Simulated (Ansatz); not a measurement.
# Rhodium, dhcp under RPBE: structure, energy and stiffness, part 2 of 2

The plan for rhodium in the dhcp structure: relax it, solve it on a dense k-mesh, then scale the cell to 7 volumes from 88 to 112 % of the relaxed one and try a fit of the equation of state. Spin polarisation is left out. The k-meshes are 13×13×4 for the relaxation; 17×17×5 for the dense run; 15×15×4 for the volumes.

Ansatz 0.2.0; DFT, RPBE, plane waves (420 eV) with PAW, scalar-relativistic. The steps go on from the part before.

### Step 5. Equation of state: 92 %

input.yaml

```yaml
crystal:
  lattice:
    - [2.6548198391, 0.0, 0.0]
    - [-1.3274099195, 2.2991414232, 0.0]
    - [0.0, 0.0, 8.6571868803]
  atoms:
    - { symbol: Rh, position: [0.0, 1.0, 0.0] }
    - { symbol: Rh, position: [0.0, 1.0, 0.5] }
    - { symbol: Rh, position: [0.3333333333, 0.6666666667, 0.25] }
    - { symbol: Rh, position: [0.6666666667, 0.3333333333, 0.75] }
hamiltonian:
  xc: rpbe
  pseudopotentials:
    kind: paw
    azcp:
      Rh: "pseudopotentials/Rh.paw.azcp"
basis:
  ecutwfc: 420
  fft_grid_basis: typed
kpoints:
  mp_grid: { grid: [15, 15, 4], shift: [0, 0, 0] }
magnetization:
  spin_polarized: false
scf:
  occupations: { method: fermi_dirac, width: 0.1 }
  lower_state_search: "off"
output:
  stress: true
```

Output, shortened:

```text
Warning: RAYON_NUM_THREADS=2 ignored (pool sized by the plan → 2); use --threads N
[...]
Pseudopotentials: kind: paw
Pseudopotential: Rh, paw, valence charge 17, recommended cutoff 420 eV (normal), <dir>
Functional definition: RPBE
[...]
Crystal: 4 atoms, lattice volume = 52.842 Å³
Basis set: ecut = 420 eV, 1043 PW (Γ)
Bands: 41, of which v1, the nominal top of the filled ones, is band 34 counted from 1 (33 counted from 0)
Symmetry: 24 space group operations
Space group: P63/mmc (ITA 194), of the structure as read, at distance tolerance 3.8e-5 Å
k-points: 81 of 900
[...]
SCF iter   1: F=—  HF=-25641.197003 eV  |F-HF|=—  |Δ(HF+E_count)|=         —  Δρ=7.55e-3  dr2=1.27e-2  ethr=1.77e-3  ⟨swp⟩=5.7  Hψ=11205  notcnv=0  defer=11
[...]
SCF iter   6: F=-25641.200869 eV  HF=-25641.200869 eV  |F-HF|=3.49e-9  |Δ(HF+E_count)|=   2.57e-9  Δρ=5.14e-6  dr2=9.45e-9  ethr=1.47e-10  ⟨swp⟩=4.0  Hψ=10515  notcnv=0
[...]
SCF converged after 6 iterations
Free energy (F): -25641.200869 eV
[...]
E sigma→0 (E₀):  -25641.112889 eV
Entropy (-TS):   -0.175960 eV (-43.990 meV/atom)
Fermi energy:    23.669708 eV
[...]
--- Stress (GPa, compression-positive) ---
       24.168690       0.000000       0.000000
        0.000000      24.168690       0.000000
        0.000000       0.000000      24.478218
  P = ⅓ Tr σ = 24.2719 GPa (242.719 kbar)
```

Run time: 2.7 s. Hardware: 2 threads of Arm Neoverse V2, shared host; peak memory 0.39 GiB.

### Step 6. Equation of state: 96 %

Changes to input.yaml since step 5:

```diff
@@ -2,5 +2,5 @@
   lattice:
-    - [2.6548198391, 0.0, 0.0]
-    - [-1.3274099195, 2.2991414232, 0.0]
-    - [0.0, 0.0, 8.6571868803]
+    - [2.6927509615, 0.0, 0.0]
+    - [-1.3463754807, 2.3319907387, 0.0]
+    - [0.0, 0.0, 8.7808776898]
   atoms:
```

Output, shortened:

```text
Warning: RAYON_NUM_THREADS=2 ignored (pool sized by the plan → 2); use --threads N
[...]
Pseudopotentials: kind: paw
Pseudopotential: Rh, paw, valence charge 17, recommended cutoff 420 eV (normal), <dir>
Functional definition: RPBE
[...]
Crystal: 4 atoms, lattice volume = 55.139 Å³
Basis set: ecut = 420 eV, 1091 PW (Γ)
Bands: 41, of which v1, the nominal top of the filled ones, is band 34 counted from 1 (33 counted from 0)
Symmetry: 24 space group operations
Space group: P63/mmc (ITA 194), of the structure as read, at distance tolerance 3.8e-5 Å
k-points: 81 of 900
[...]
SCF iter   1: F=—  HF=-25641.444581 eV  |F-HF|=—  |Δ(HF+E_count)|=         —  Δρ=7.16e-3  dr2=1.16e-2  ethr=1.77e-3  ⟨swp⟩=5.9  Hψ=11110  notcnv=0  defer=9
[...]
SCF iter   6: F=-25641.447001 eV  HF=-25641.447001 eV  |F-HF|=4.98e-10  |Δ(HF+E_count)|=   1.09e-8  Δρ=5.20e-6  dr2=7.78e-9  ethr=1.47e-10  ⟨swp⟩=4.0  Hψ=10581  notcnv=0
[...]
SCF converged after 6 iterations
Free energy (F): -25641.447001 eV
[...]
E sigma→0 (E₀):  -25641.351510 eV
Entropy (-TS):   -0.190982 eV (-47.745 meV/atom)
Fermi energy:    22.422762 eV
[...]
--- Stress (GPa, compression-positive) ---
       10.578466       0.000000       0.000000
        0.000000      10.578466       0.000000
        0.000000       0.000000      10.703451
  P = ⅓ Tr σ = 10.6201 GPa (106.201 kbar)
```

Run time: 2.8 s. Hardware: 2 threads of Arm Neoverse V2, shared host; peak memory 0.39 GiB.

### Step 7. Equation of state: 100 %

Changes to input.yaml since step 6:

```diff
@@ -2,5 +2,5 @@
   lattice:
-    - [2.6927509615, 0.0, 0.0]
-    - [-1.3463754807, 2.3319907387, 0.0]
-    - [0.0, 0.0, 8.7808776898]
+    - [2.7296425453, 0.0, 0.0]
+    - [-1.3648212726, 2.3639397875, 0.0]
+    - [0.0, 0.0, 8.9011786347]
   atoms:
```

Output, shortened:

```text
Warning: RAYON_NUM_THREADS=2 ignored (pool sized by the plan → 2); use --threads N
[...]
Pseudopotentials: kind: paw
Pseudopotential: Rh, paw, valence charge 17, recommended cutoff 420 eV (normal), <dir>
Functional definition: RPBE
[...]
Crystal: 4 atoms, lattice volume = 57.437 Å³
Basis set: ecut = 420 eV, 1151 PW (Γ)
Bands: 41, of which v1, the nominal top of the filled ones, is band 34 counted from 1 (33 counted from 0)
Symmetry: 24 space group operations
Space group: P63/mmc (ITA 194), of the structure as read, at distance tolerance 3.9e-5 Å
k-points: 81 of 900
[...]
SCF iter   1: F=—  HF=-25641.517331 eV  |F-HF|=—  |Δ(HF+E_count)|=         —  Δρ=6.88e-3  dr2=1.14e-2  ethr=1.77e-3  ⟨swp⟩=5.6  Hψ=10694  notcnv=0  defer=8
[...]
SCF iter   6: F=-25641.519843 eV  HF=-25641.519843 eV  |F-HF|=5.09e-11  |Δ(HF+E_count)|=   2.51e-8  Δρ=5.03e-6  dr2=8.83e-9  ethr=1.47e-10  ⟨swp⟩=4.0  Hψ=10674  notcnv=0
[...]
SCF converged after 6 iterations
Free energy (F): -25641.519843 eV
[...]
E sigma→0 (E₀):  -25641.416600 eV
Entropy (-TS):   -0.206486 eV (-51.621 meV/atom)
Fermi energy:    21.276292 eV
[...]
--- Stress (GPa, compression-positive) ---
       -0.016651      -0.000000       0.000000
       -0.000000      -0.016651       0.000000
        0.000000       0.000000      -0.028656
  P = ⅓ Tr σ = -0.0207 GPa (-0.207 kbar)
```

It took 2.8 s on 2 threads of Arm Neoverse V2, shared host; peak memory 0.4 GiB.

### Step 8. Equation of state: 104 %

Changes to input.yaml since step 7:

```diff
@@ -2,5 +2,5 @@
   lattice:
-    - [2.7296425453, 0.0, 0.0]
-    - [-1.3648212726, 2.3639397875, 0.0]
-    - [0.0, 0.0, 8.9011786347]
+    - [2.7655630138, 0.0, 0.0]
+    - [-1.3827815069, 2.3950478257, 0.0]
+    - [0.0, 0.0, 9.0183128388]
   atoms:
```

Output, shortened:

```text
Warning: RAYON_NUM_THREADS=2 ignored (pool sized by the plan → 2); use --threads N
[...]
Pseudopotentials: kind: paw
Pseudopotential: Rh, paw, valence charge 17, recommended cutoff 420 eV (normal), <dir>
Functional definition: RPBE
[...]
Crystal: 4 atoms, lattice volume = 59.734 Å³
Basis set: ecut = 420 eV, 1171 PW (Γ)
Bands: 41, of which v1, the nominal top of the filled ones, is band 34 counted from 1 (33 counted from 0)
Symmetry: 24 space group operations
Space group: P63/mmc (ITA 194), of the structure as read, at distance tolerance 3.9e-5 Å
k-points: 81 of 900
[...]
SCF iter   1: F=—  HF=-25641.455928 eV  |F-HF|=—  |Δ(HF+E_count)|=         —  Δρ=6.68e-3  dr2=1.14e-2  ethr=1.77e-3  ⟨swp⟩=5.5  Hψ=10485  notcnv=0  defer=8
[...]
SCF iter   6: F=-25641.457725 eV  HF=-25641.457725 eV  |F-HF|=5.82e-11  |Δ(HF+E_count)|=   3.90e-8  Δρ=4.96e-6  dr2=1.06e-8  ethr=1.47e-10  ⟨swp⟩=4.0  Hψ=10777  notcnv=0
[...]
SCF converged after 6 iterations
Free energy (F): -25641.457725 eV
[...]
E sigma→0 (E₀):  -25641.346507 eV
Entropy (-TS):   -0.222436 eV (-55.609 meV/atom)
Fermi energy:    20.219031 eV
[...]
--- Stress (GPa, compression-positive) ---
       -8.253836       0.000000       0.000000
        0.000000      -8.253836       0.000000
        0.000000       0.000000      -8.367490
  P = ⅓ Tr σ = -8.2917 GPa (-82.917 kbar)
```

Run time: 3.2 s. Hardware: 2 threads of Arm Neoverse V2, shared host; peak memory 0.4 GiB.

### Step 9. Equation of state: 108 %

Changes to input.yaml since step 8:

```diff
@@ -2,5 +2,5 @@
   lattice:
-    - [2.7655630138, 0.0, 0.0]
-    - [-1.3827815069, 2.3950478257, 0.0]
-    - [0.0, 0.0, 9.0183128388]
+    - [2.8005738573, 0.0, 0.0]
+    - [-1.4002869286, 2.4253681056, 0.0]
+    - [0.0, 0.0, 9.1324808174]
   atoms:
```

Output, shortened:

```text
Warning: RAYON_NUM_THREADS=2 ignored (pool sized by the plan → 2); use --threads N
[...]
Pseudopotentials: kind: paw
Pseudopotential: Rh, paw, valence charge 17, recommended cutoff 420 eV (normal), <dir>
Functional definition: RPBE
[...]
Crystal: 4 atoms, lattice volume = 62.032 Å³
Basis set: ecut = 420 eV, 1207 PW (Γ)
Bands: 41, of which v1, the nominal top of the filled ones, is band 34 counted from 1 (33 counted from 0)
Symmetry: 24 space group operations
Space group: P63/mmc (ITA 194), of the structure as read, at distance tolerance 4.0e-5 Å
k-points: 81 of 900
[...]
SCF iter   1: F=—  HF=-25641.290251 eV  |F-HF|=—  |Δ(HF+E_count)|=         —  Δρ=6.59e-3  dr2=1.17e-2  ethr=1.77e-3  ⟨swp⟩=5.4  Hψ=10391  notcnv=0  defer=7
[...]
SCF iter   6: F=-25641.290936 eV  HF=-25641.290936 eV  |F-HF|=4.73e-10  |Δ(HF+E_count)|=   4.14e-8  Δρ=5.05e-6  dr2=1.27e-8  ethr=1.47e-10  ⟨swp⟩=4.0  Hψ=10824  notcnv=0
[...]
SCF converged after 6 iterations
Free energy (F): -25641.290936 eV
[...]
E sigma→0 (E₀):  -25641.171545 eV
Entropy (-TS):   -0.238783 eV (-59.696 meV/atom)
Fermi energy:    19.241318 eV
[...]
--- Stress (GPa, compression-positive) ---
      -14.629231       0.000000       0.000000
        0.000000     -14.629231       0.000000
        0.000000       0.000000     -14.816563
  P = ⅓ Tr σ = -14.6917 GPa (-146.917 kbar)
```

It took 3.2 s on 2 threads of Arm Neoverse V2, shared host; peak memory 0.41 GiB.

### Step 10. Equation of state: 112 %

Changes to input.yaml since step 9:

```diff
@@ -2,5 +2,5 @@
   lattice:
-    - [2.8005738573, 0.0, 0.0]
-    - [-1.4002869286, 2.4253681056, 0.0]
-    - [0.0, 0.0, 9.1324808174]
+    - [2.8347305633, 0.0, 0.0]
+    - [-1.4173652816, 2.4549486807, 0.0]
+    - [0.0, 0.0, 9.243863512]
   atoms:
```

Output, shortened:

```text
Warning: RAYON_NUM_THREADS=2 ignored (pool sized by the plan → 2); use --threads N
[...]
Pseudopotentials: kind: paw
Pseudopotential: Rh, paw, valence charge 17, recommended cutoff 420 eV (normal), <dir>
Functional definition: RPBE
[...]
Crystal: 4 atoms, lattice volume = 64.329 Å³
Basis set: ecut = 420 eV, 1267 PW (Γ)
Bands: 41, of which v1, the nominal top of the filled ones, is band 34 counted from 1 (33 counted from 0)
Symmetry: 24 space group operations
Space group: P63/mmc (ITA 194), of the structure as read, at distance tolerance 4.0e-5 Å
k-points: 81 of 900
[...]
SCF iter   1: F=—  HF=-25641.043767 eV  |F-HF|=—  |Δ(HF+E_count)|=         —  Δρ=6.57e-3  dr2=1.23e-2  ethr=1.77e-3  ⟨swp⟩=5.4  Hψ=10337  notcnv=0  defer=7
[...]
SCF iter   6: F=-25641.043425 eV  HF=-25641.043425 eV  |F-HF|=1.14e-9  |Δ(HF+E_count)|=   3.46e-8  Δρ=5.42e-6  dr2=1.75e-8  ethr=1.47e-10  ⟨swp⟩=4.0  Hψ=10840  notcnv=0
[...]
SCF converged after 6 iterations
Free energy (F): -25641.043425 eV
[...]
E sigma→0 (E₀):  -25640.915691 eV
Entropy (-TS):   -0.255467 eV (-63.867 meV/atom)
Fermi energy:    18.334822 eV
[...]
--- Stress (GPa, compression-positive) ---
      -19.527770       0.000000      -0.000000
        0.000000     -19.527770       0.000000
       -0.000000       0.000000     -19.770092
  P = ⅓ Tr σ = -19.6085 GPa (-196.085 kbar)
```

Wall time 3.3 s (2 threads of Arm Neoverse V2, shared host); peak memory 0.41 GiB.

### Step 11. Fitting the volumes

The cell was scaled evenly, with its shape and the fractional positions fixed.

| V (Å³/atom) | E − E₀ (meV/atom) | P from the stress (GPa) | P from the fit (GPa) |
| --- | --- | --- | --- |
| 12.636 | 191.2 | 41.77 | 41.34 |
| 13.210 | 75.9 | 24.27 | 23.74 |
| 13.785 | 16.3 | 10.62 | 10.07 |
| 14.359 | 0.0 | -0.02 | -0.56 |
| 14.934 | 17.5 | -8.29 | -8.84 |
| 15.508 | 61.3 | -14.69 | -15.27 |
| 16.082 | 125.2 | -19.61 | -20.24 |

A third-order Birch-Murnaghan fit gives V₀ = 14.325 Å³/atom, B₀ = 237 GPa and B₀′ = 5.3; it misses no point by more than 0.05 meV/atom.

Fit and stress differ a little: one follows E(σ → 0), the other the smeared free energy.

### Step 12. Outcome

This closing draws on all 2 parts.

| quantity | value |
| --- | --- |
| space group (spins left aside) | P6_3/mmc (No. 194) |
| conventional cell | a = 2.730 Å, c = 8.901 Å (c/a = 3.261) |
| volume | 14.359 Å³/atom |
| shortest distance | 2.727 Å |
| gap on the mesh | none (levels filled in part) |
| relative to fcc | +19 meV/atom |
| V₀, B₀, B₀′ | 14.325 Å³/atom, 237 GPa, 5.3 |

What this shows: The relaxation enlarged the cell by 4.4 % in volume. Against the reference form of rhodium (fcc, computed apart with the same settings) it stands 19 meV/atom higher. No gap shows: it is a metal or semimetal at this level. The fitted modulus is 237 GPa; letting shape and positions relax at each volume could only lower it. Relaxation kept the symmetry; phonons were not checked.
